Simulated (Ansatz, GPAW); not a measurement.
# Geometry or basis: what sets the conductance of a Ga chain with one Si atom in line, part 2 of 2

Wanted: T(E) of a Ga chain with one Si atom in line at a relaxed geometry in two programs, beside the unrelaxed structure.

GPAW 26.7.0 and Ansatz 0.2.0; Ansatz plane waves; relaxation of the junction with the lead ends held (the session's first sound run).

So far, transmission at the Fermi level (one spin): step 3 (plane-wave reference (PBE)) 0.596.

**4. GPAW, dzp**

The script solves lead and junction separately, takes H and S in the orbital basis, and joins semi-infinite leads through their self-energies; the dzp basis is the working standard.

This step: GPAW LCAO, PAW setups; Landauer transmission from Green's functions with principal layers (ASE), zero bias (GPAW 26.7.0).

Contents of run.py:

```python
import json
import numpy as np
from ase import Atoms
from ase.transport.calculators import TransportCalculator
from gpaw import GPAW, FermiDirac
from gpaw.lcao.tools import get_lcao_hamiltonian
from scipy.linalg import eigh

# The junction with lead layers at both ends, along the third cell vector
device = Atoms(
    ['Ga', 'Ga', 'Ga', 'Ga', 'Ga', 'Ga', 'Si', 'Ga', 'Ga', 'Ga', 'Ga', 'Ga', 'Ga'],
    positions=[
        [4.50000, 4.50000, 1.27500],
        [4.50000, 4.50000, 3.82500],
        [4.50000, 4.50000, 6.37500],
        [4.50000, 4.50000, 8.92500],
        [5.53077, 4.31902, 11.52174],
        [4.91250, 4.42656, 14.17913],
        [5.94349, 4.28550, 16.30560],
        [4.87571, 4.42575, 18.42061],
        [5.47344, 4.32769, 21.12454],
        [4.50000, 4.50000, 23.85880],
        [4.50000, 4.50000, 26.40880],
        [4.50000, 4.50000, 28.95880],
        [4.50000, 4.50000, 31.50880]],
    cell=[[9.0, 0.0, 0.0], [0.0, 9.0, 0.0], [0.0, 0.0, 32.7838]],
    pbc=True)

# One principal layer of the lead: the first 3 atoms of the device
lead = Atoms(
    ['Ga', 'Ga', 'Ga'],
    positions=[
        [4.50000, 4.50000, 1.27500],
        [4.50000, 4.50000, 3.82500],
        [4.50000, 4.50000, 6.37500]],
    cell=[[9.0, 0.0, 0.0], [0.0, 9.0, 0.0], [0.0, 0.0, 7.65]],
    pbc=True)

settings = dict(mode='lcao', basis='dzp', xc='PBE', h=0.2,
                occupations=FermiDirac(0.1), maxiter=250,
                mixer=dict(beta=0.1, nmaxold=8, weight=100.0),
                convergence=dict(density=0.0001))
energies = np.arange(-2, 2 + 1e-9, 0.025)
eta = 0.0001
n1, n2 = 1, 1
# k and -k transmit alike, so half of the mesh across the current serves
mesh = [(i, j) for i in range(n1) for j in range(n2) if (i, j) <= (-i % n1, -j % n2)]
weights = np.array([1 if (i, j) == (-i % n1, -j % n2) else 2 for i, j in mesh]) / (n1 * n2)

# [... helper functions left out ...]
fermi_lead = ground_state(lead, (1, 1, 15), 'lead.txt')
fermi_device = ground_state(device, (1, 1, 3), 'device.txt')
# [... loop over the mesh left out, but for ...]
        # Shift the lead onto the potential of the device's first layer
        shift = ((H[:, 0, 0] - H0[:, 0, 0]) / S0[0, 0]).real.mean()
# [...]
kT = 8.617333e-5 * 300
bias = [0.1, 0.2, 0.5, 1.0, 1.5, 2.0]
# [... integrals and printing left out ...]
```

Started as:

```sh
$ OMP_NUM_THREADS=1 OPENBLAS_NUM_THREADS=1 python run.py
```

The job ended after 49 s (1 thread of Arm Neoverse V2, shared host; peak memory 1.1 GiB).

Numbers from this step:

* conductance: 0.6022 G₀
* thermopower: -7.605 μV/K
* largest coupling past the next principal layer: 6.03e-5 eV
* largest misfit of the first principal layer: 0.04316 eV
* shift that aligns the lead: -0.01274 eV
* basis functions of the junction: 169
* basis functions of a principal layer: 39
* transmission at the Fermi level (one spin): 0.6017

One spin. Table of transmission, zone mean by energy, zero at the Fermi level:

```
energy (eV)  transmission, zone mean
     -2.000                    0.135
     -1.900                    0.110
     -1.800                   0.0900
     -1.700                   0.0728
     -1.600                   0.0533
     -1.500                   2.4e-7
     -1.400                   0.0829
     -1.300                   0.0631
     -1.200                   0.0545
     -1.100                   0.0500
     -1.000                   0.0496
     -0.900                   0.0568
     -0.800                   0.0861
     -0.700                    0.200
     -0.600                    0.565
     -0.500                    0.874
     -0.450                    0.891
     -0.400                    0.848
     -0.300                    0.609
     -0.200                    0.475
     -0.100                    0.541
      0.000                    0.602
      0.100                    0.667
      0.200                    0.749
      0.300                    0.862
      0.400                     1.02
      0.500                     1.24
      0.600                     1.48
      0.700                     1.67
      0.800                     1.80
      0.900                     1.88
      1.000                     1.94
      1.100                     1.97
      1.200                     1.99
      1.300                     2.00
      1.400                     2.02
      1.500                     2.07
      1.600                     2.14
      1.700                     2.21
      1.800                     2.27
      1.900                     2.30
      2.000                     2.31
```

Not self-consistent under bias; the bias window is split evenly. The current through one cell, from the zero-bias transmission by bias:

```
bias (V)  current through one cell, from the zero-bias transmission (μA)
   0.100                                                            4.67
   0.200                                                            9.34
   0.500                                                            23.7
   1.000                                                            57.4
   1.500                                                            95.9
   2.000                                                             133
```

The transmission of the three most open eigenchannels by energy, zero at the Fermi level:

```
energy (eV)  channel 1  channel 2  channel 3
     -2.000      0.135          0          0
     -1.900      0.110          0          0
     -1.800     0.0900          0          0
     -1.700     0.0728          0          0
     -1.600     0.0533          0          0
     -1.500     2.4e-7          0          0
     -1.400     0.0829          0          0
     -1.300     0.0631          0          0
     -1.200     0.0545          0          0
     -1.100     0.0500          0          0
     -1.000     0.0496          0          0
     -0.900     0.0568          0          0
     -0.800     0.0861          0          0
     -0.700      0.200          0          0
     -0.600      0.565          0          0
     -0.500      0.874          0          0
     -0.400      0.848    1.9e-12    1.2e-12
     -0.300      0.609     1.9e-8    2.6e-10
     -0.200      0.377     0.0904    0.00770
     -0.100      0.373      0.148     0.0200
      0.000      0.410      0.161     0.0310
      0.100      0.460      0.167     0.0398
      0.200      0.507      0.194     0.0477
      0.300      0.548      0.256     0.0573
      0.400      0.584      0.369     0.0709
      0.500      0.615      0.538     0.0911
      0.600      0.720      0.639      0.122
      0.700      0.843      0.660      0.168
      0.800      0.891      0.673      0.233
      0.900      0.887      0.678      0.318
      1.000      0.847      0.677      0.417
      1.100      0.785      0.673      0.515
      1.200      0.714      0.674      0.600
      1.300      0.687      0.665      0.648
      1.400      0.729      0.699      0.597
      1.500      0.785      0.724      0.562
      1.600      0.852      0.741      0.543
      1.700      0.924      0.746      0.540
      1.800      0.978      0.740      0.554
      1.900      0.999      0.718      0.586
      2.000      0.990      0.679      0.637
```

At the Fermi level T is 0.602 against 0.596 in plane waves. Couplings past the next layer reach 6.0e-5 eV, small enough to drop; the matrix elements of the cell's first layer differ from the bulk lead's by up to 0.043 eV. That layer keeps its own values in the calculation, and only beyond it is the lead taken as perfect. The Fermi levels of lead and junction count from different zeros of potential, one for each periodic cell; with both set to zero, the small remaining shift is what aligns them. By hand: G = 0.6022 × 77.48 μS = 46.7 μS, a resistance of 21.4 kΩ; at 0.1 V a linear junction would pass 4.67 μA, and the integral over the bias window gives 4.67 μA. Mott's formula, S = -(π²/3)(k_B²T/e) d ln T/dE, has the prefactor 7.33 μV/K·eV at 300 K; T = 0.5868 at -0.025 eV and 0.6170 at 0.025 eV give a slope of 1.00 per eV and S = -7.35 μV/K, beside -7.60 μV/K from the thermal integral, which interpolates the same grid.

**5. GPAW, szp: basis = "szp(dzp)"**

The second zeta is dropped, the polarisation orbitals stay.

Edit run.py of step 4 so:

```diff
@@ -38,3 +38,3 @@
 
-settings = dict(mode='lcao', basis='dzp', xc='PBE', h=0.2,
+settings = dict(mode='lcao', basis='szp(dzp)', xc='PBE', h=0.2,
                 occupations=FermiDirac(0.1), maxiter=250,
```

Wall time 46 s (1 thread); peak memory 1.1 GiB.

Numbers from this step:

* conductance: 0.6049 G₀
* thermopower: -7.595 μV/K
* largest coupling past the next principal layer: 5.81e-5 eV
* largest misfit of the first principal layer: 0.04291 eV
* shift that aligns the lead: -0.01633 eV
* basis functions of the junction: 117
* basis functions of a principal layer: 27
* transmission at the Fermi level (one spin): 0.6048

The conductance, 0.605 G₀, lies 0.4 % above that of the dzp run.

**6. GPAW, sz: basis = "sz(dzp)"**

The minimal basis is the cheapest rung: no second zeta and no polarisation.

Edit run.py of step 5 so:

```diff
@@ -38,3 +38,3 @@
 
-settings = dict(mode='lcao', basis='szp(dzp)', xc='PBE', h=0.2,
+settings = dict(mode='lcao', basis='sz(dzp)', xc='PBE', h=0.2,
                 occupations=FermiDirac(0.1), maxiter=250,
```

Wall time 30 s (1 thread); peak memory 0.96 GiB.

Numbers from this step:

```yaml
conductance: 0.5930 G₀
thermopower: -6.902 μV/K
largest_coupling_past_the_next_principal_layer: 5.75e-5 eV
largest_misfit_of_the_first_principal_layer: 0.04614 eV
shift_that_aligns_the_lead: -0.01950 eV
basis_functions_of_the_junction: 52
basis_functions_of_a_principal_layer: 12
transmission_at_the_fermi_level_one_spin: 0.5933
```

One spin. Table of transmission, zone mean by energy, zero at the Fermi level:

```
energy (eV)  transmission, zone mean
     -2.000                    0.124
     -1.800                   0.0390
     -1.600                   1.5e-8
     -1.400                    0.144
     -1.200                    0.132
     -1.000                    0.151
     -0.800                    0.293
     -0.600                    0.815
     -0.500                    0.920
     -0.400                    0.855
     -0.200                    0.463
      0.000                    0.593
      0.200                    0.718
      0.400                    0.961
      0.600                     1.41
      0.800                     1.75
      1.000                     1.90
      1.200                     1.95
      1.400                     1.97
      1.600                     2.05
      1.800                     2.15
      2.000                     2.17
```

The conductance, 0.593 G₀, lies 1.5 % below that of the dzp run.

**7. revPBE in the dzp basis: xc = "revPBE"**

Back in the dzp basis, the functional changes from PBE to revPBE, to set the spread between functionals beside that between bases.

Edit run.py of step 6 so:

```diff
@@ -38,3 +38,3 @@
 
-settings = dict(mode='lcao', basis='sz(dzp)', xc='PBE', h=0.2,
+settings = dict(mode='lcao', basis='dzp', xc='revPBE', h=0.2,
                 occupations=FermiDirac(0.1), maxiter=250,
```

Run time: 50 s. Hardware: 1 thread; peak memory 1.1 GiB.

Numbers from this step:

| Item | Value |
| --- | --- |
| conductance | 0.5755 G₀ |
| thermopower | -7.492 μV/K |
| largest coupling past the next principal layer | 6.04e-5 eV |
| largest misfit of the first principal layer | 0.04361 eV |
| shift that aligns the lead | -0.01198 eV |
| basis functions of the junction | 169 |
| basis functions of a principal layer | 39 |
| transmission at the Fermi level (one spin) | 0.5745 |

The conductance, 0.575 G₀, lies 4.4 % below that of the dzp run.

**8. The structure as built: geometry = "as built"**

The dzp basis with PBE on the structure as first built shows what the relaxation was worth.

Edit run.py of step 7 so:

```diff
@@ -16,7 +16,7 @@
         [4.50000, 4.50000, 8.92500],
-        [5.53077, 4.31902, 11.52174],
-        [4.91250, 4.42656, 14.17913],
-        [5.94349, 4.28550, 16.30560],
-        [4.87571, 4.42575, 18.42061],
-        [5.47344, 4.32769, 21.12454],
+        [4.50000, 4.50000, 11.47500],
+        [4.50000, 4.50000, 14.02500],
+        [4.50000, 4.50000, 16.39190],
+        [4.50000, 4.50000, 18.75880],
+        [4.50000, 4.50000, 21.30880],
         [4.50000, 4.50000, 23.85880],
@@ -38,3 +38,3 @@
 
-settings = dict(mode='lcao', basis='dzp', xc='revPBE', h=0.2,
+settings = dict(mode='lcao', basis='dzp', xc='PBE', h=0.2,
                 occupations=FermiDirac(0.1), maxiter=250,
```

Wall time 39 s (1 thread); peak memory 1.1 GiB.

This step gave:

```yaml
conductance: 2.285 G₀
thermopower: -1.957 μV/K
largest_coupling_past_the_next_principal_layer: 6.03e-5 eV
largest_misfit_of_the_first_principal_layer: 0.03477 eV
shift_that_aligns_the_lead: -0.01919 eV
transmission_at_the_fermi_level_one_spin: 2.305
```

One spin. The transmission, zone mean by energy, zero at the Fermi level:

```
energy (eV)  transmission, zone mean
     -2.000                    0.906
     -1.900                    0.906
     -1.800                    0.906
     -1.700                    0.907
     -1.600                    0.909
     -1.500                   2.3e-5
     -1.400                    0.876
     -1.300                    0.896
     -1.200                    0.901
     -1.100                    0.904
     -1.000                    0.906
     -0.900                    0.908
     -0.800                    0.910
     -0.700                    0.912
     -0.600                    0.913
     -0.500                    0.915
     -0.400                    0.916
     -0.300                    0.918
     -0.200                     1.50
     -0.100                     2.15
      0.000                     2.31
      0.100                     2.28
      0.200                     2.24
      0.300                     2.22
      0.400                     2.20
      0.500                     2.22
      0.600                     2.24
      0.700                     2.28
      0.800                     2.32
      0.900                     2.37
      1.000                     2.43
      1.100                     2.49
      1.200                     2.55
      1.300                     2.60
      1.400                     2.64
      1.500                     2.68
      1.600                     2.71
      1.700                     2.74
      1.800                     2.78
      1.900                     2.81
      2.000                     2.84
```

The conductance, 2.29 G₀, lies 279 % above that of the dzp run.

**9. Cost and result by level**

Times are wall times on the hardware named with each run. The runs compared:

```
no.         run  conductance (G₀)  time  memory (GiB)
  1      pw PBE            0.5963  60 s           2.6
  2         dzp            0.6022  49 s           1.1
  3         szp            0.6049  46 s           1.1
  4          sz            0.5930  30 s          0.96
  5  dzp revPBE            0.5755  50 s           1.1
  6     asbuilt             2.285  39 s           1.1
```

**10. Comparison**

The curves are compared point by point over the common energies.

This step: comparison of transmission and cost over codes, levels and geometry (GPAW 26.7.0).

Ladder, by row:

```
      step    code  T at the Fermi level (sum over the listed spins)  conductance (G0)  r.m.s. T(E) from the first  wall time (s)  peak memory (GiB)  threads
    pw-pbe  Ansatz                                            0.5956            0.5963                           0          59.99              2.582        4
       dzp    GPAW                                            0.6017            0.6022                     0.01382          49.05               1.07        1
       szp    GPAW                                            0.6048            0.6049                     0.05585          45.97               1.05        1
        sz    GPAW                                            0.5933             0.593                      0.1054          29.96               0.96        1
dzp-revPBE    GPAW                                            0.5745            0.5755                     0.02786          50.03               1.07        1
   asbuilt    GPAW                                             2.305             2.285                      0.8571          39.27               1.07        1
```

The transmission, zone mean, sum over the listed spins by energy, zero at the Fermi level:

```
energy (eV)  pw-pbe     dzp     szp      sz  dzp-revPBE  asbuilt
     -2.000   0.120   0.135   0.108   0.124       0.147    0.906
     -1.800  0.0767  0.0900  0.0479  0.0390       0.102    0.906
     -1.600  0.0366  0.0533  7.3e-9  1.5e-8      0.0729    0.909
     -1.400  0.0840  0.0829   0.117   0.144      0.0677    0.876
     -1.200  0.0522  0.0545   0.106   0.132      0.0525    0.901
     -1.000  0.0449  0.0496   0.109   0.151      0.0513    0.906
     -0.800  0.0746  0.0861   0.194   0.293      0.0964    0.910
     -0.600   0.536   0.565   0.701   0.815       0.619    0.913
     -0.500   0.875   0.874   0.888   0.920       0.894    0.915
     -0.450   0.896   0.891   0.892   0.906       0.900    0.916
     -0.400   0.853   0.848   0.852   0.855       0.849    0.916
     -0.200   0.466   0.475   0.467   0.463       0.459     1.50
      0.000   0.596   0.602   0.605   0.593       0.575     2.31
      0.200   0.742   0.749   0.750   0.718       0.719     2.24
      0.400    1.02    1.02    1.03   0.961       0.993     2.20
      0.600    1.48    1.48    1.52    1.41        1.45     2.24
      0.800    1.79    1.80    1.84    1.75        1.78     2.32
      1.000    1.93    1.94    1.98    1.90        1.92     2.43
      1.200    1.99    1.99    2.02    1.95        1.97     2.55
      1.400    2.04    2.02    2.06    1.97        2.01     2.64
      1.600    2.16    2.14    2.16    2.05        2.13     2.71
      1.800    2.29    2.27    2.28    2.15        2.27     2.78
      2.000    2.30    2.31    2.30    2.17        2.30     2.84
```

**11. A varied run**

One more run, with changed settings.

This step: GPAW LCAO, PAW setups; Landauer transmission from Green's functions with principal layers (ASE), zero bias (GPAW 26.7.0).

Edit run.py of step 8 so:

```diff
@@ -16,7 +16,7 @@
         [4.50000, 4.50000, 8.92500],
-        [4.50000, 4.50000, 11.47500],
-        [4.50000, 4.50000, 14.02500],
-        [4.50000, 4.50000, 16.39190],
-        [4.50000, 4.50000, 18.75880],
-        [4.50000, 4.50000, 21.30880],
+        [5.53077, 4.31902, 11.52174],
+        [4.91250, 4.42656, 14.17913],
+        [5.94349, 4.28550, 16.30560],
+        [4.87571, 4.42575, 18.42061],
+        [5.47344, 4.32769, 21.12454],
         [4.50000, 4.50000, 23.85880],
@@ -38,4 +38,4 @@
 
-settings = dict(mode='lcao', basis='dzp', xc='PBE', h=0.2,
-                occupations=FermiDirac(0.1), maxiter=250,
+settings = dict(mode='lcao', basis='dzp', xc='PBE', h=0.5,
+                occupations=FermiDirac(0.1), maxiter=50,
                 mixer=dict(beta=0.1, nmaxold=8, weight=100.0),
```

The job ended after 16 s (1 thread; peak memory 0.25 GiB).

The run finished. A setting was moved off its sound value on purpose, so it serves as a test and not as the result.

The fault put into the input: a grid far too coarse (h = 0.5).

The two runs compared:

```
                                           quantity    this run  sound run  difference
                                   conductance (G₀)     0.59513    0.60223    -0.00710
                                 thermopower (μV/K)     -7.3690    -7.6049       0.236
largest coupling past the next principal layer (eV)    5.929e-5   6.030e-5     -1.0e-6
   largest misfit of the first principal layer (eV)    0.062363   0.043157      0.0192
                    shift that aligns the lead (eV)  -0.0082966  -0.012744     0.00445
         transmission at the Fermi level (one spin)     0.59418    0.60170    -0.00752
```

**12. Summary of results**

* conductance: 0.602 G₀
* transmission at the Fermi level, mean of the spins: 0.602
* thermopower: -7.60 μV/K

**Reading.** In the dzp basis the junction conducts 0.602 G₀ at 300 K, with T = 0.602 a spin at the Fermi level; the sz basis reaches that conductance within 10 %. Relaxation moved atoms by up to 1.5 Å and took the conductance from 2.29 to 0.602 G₀, as a ratio a larger change than the step from dzp to the minimal basis. Plane waves (PBE) give T = 0.596 there. At the Fermi level the three most open eigenchannels pass 0.41, 0.16 and 0.031. The negative thermopower says that the thermally weighted transmission is larger above the Fermi level, as for electron-like transport. Measured against the first run (pw-pbe), the nearest curve is that of dzp (r.m.s. 0.014) and the farthest that of asbuilt (0.86). Over the compared runs wall time goes from 30 s (sz) to 60 s (pw-pbe), on a shared host; the plane-wave run used 4 threads and the orbital runs 1. The leads kept an estimated spacing and the cell its length, so the junction may be under some tension or compression. An evenly spaced straight chain is an idealisation: free chains tend to dimerise, zigzag or, where a band edge lies near the Fermi level, turn magnetic. The currents use the zero-bias T(E) throughout, which holds only while the bias is small against the distance to the nearest feature.

[Logs are printed without paths, hosts, clocks, repeated set-up lines and the standing remarks that a program may print on its own settings, such as how far it seeks lower states.]

[Hosts, paths, dates, database ids (printed as entryN), source tags and the programs' standing remarks are cut or masked in the printed files.]
